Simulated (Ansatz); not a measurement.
Runs of Ansatz 0.2.0 on InSe. The structure is monoclinic, space group C2/m (No. 12). Conventional cell: a = 11.653 Å, b = 4.109 Å, c = 5.073 Å, α = 90.00°, β = 109.86°, γ = 90.00°. Around In (site symmetry m) lie 3 Se at 2.68 to 2.69 Å and 1 In at 2.80 Å. Around Se (site symmetry m) lie 3 In at 2.68 to 2.69 Å. The cell comes from a database or a generator and needn't be the stable form of this composition.

```tsv
task	cell	k mesh	smearing	points for each segment of the path	gap on the mesh (eV)	pressure (GPa)	largest force (eV/Å)
relaxation of the atoms	atoms relaxed	5 × 5 × 5	fermi-dirac 0.05 eV	-	1.19	0.8	-
relaxation of cell and atoms	relaxed	7 × 7 × 6	fermi-dirac 0.05 eV	-	1.08	0.0	-
relaxation of the atoms	atoms relaxed from: strained by -4 %	5 × 5 × 5	fermi-dirac 0.05 eV	-	1.24	1.5	-
band structure	as given	7 × 7 × 6	fermi-dirac 0.05 eV	14	1.14	1.5	0.24
single point	as given	7 × 7 × 6	gaussian 0.011 eV	-	1.14	1.5	0.24
relaxation of the atoms	atoms relaxed from: strained by -2 %	5 × 5 × 5	fermi-dirac 0.05 eV	-	(a)	1.1	-
```

Alike in all rows: level PBE; potentials or basis Ansatz PAW; no spin polarisation; cutoff (eV) 420.

Question: Fill in the values left out.

Answer: (a) 1.22.

Caveats: spin-orbit coupling is left out, which moves the levels of the heavy elements; odd divisions of the mesh miss points on the zone boundary, where band edges often lie, so the gap on the mesh can be too wide (some runs); the thresholds are loose for stress (some runs); the plane-wave basis is chosen anew once the cell has moved, so the energies of steps on either side of that aren't comparable (some runs).

A k mesh can miss the band edges, and the runs leave out spin-orbit coupling on In, Se.
